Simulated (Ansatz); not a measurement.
Runs of Ansatz 0.2.0 on ZnO (zincite). Symmetry: P6_3mc, No. 186, hexagonal system. Conventional cell: a = 3.249 Å, b = 3.249 Å, c = 5.206 Å, α = 90.00°, β = 90.00°, γ = 120.00°. Zn (site symmetry 3m) has 4 O at 1.97 to 1.98 Å as nearest neighbours. Around O (site symmetry 3m) lie 4 Zn at 1.97 to 1.98 Å. 

| potentials or basis | cutoff (eV) | basis error allowed | gap on the mesh (eV) | pressure (GPa) | largest force (eV/Å) |
| --- | --- | --- | --- | --- | --- |
| all-electron LAPW, non-relativistic | 397 | 0.002 eV/atom | (a) | 0.0 | 0.07 |
| all-electron LAPW, scalar-relativistic | 397 | 0.002 eV/atom | 0.72 | -1.5 | 0.06 |
| all-electron LAPW, inner shells corrected to Dirac's equation | 397 | 0.002 eV/atom | 0.72 | -1.5 | 0.06 |
| all-electron PAW datasets made for the crystal | 460 | - | 0.72 | -1.5 | 0.06 |

Alike in all rows: task band structure; level PBEsol; no spin polarisation; cell as given; k mesh 9 × 9 × 5; smearing fermi-dirac 0.05 eV.

Problem. Estimate the missing entries.

Solution. (a) 0.96.

The runs don't all hold the same shells in valence.
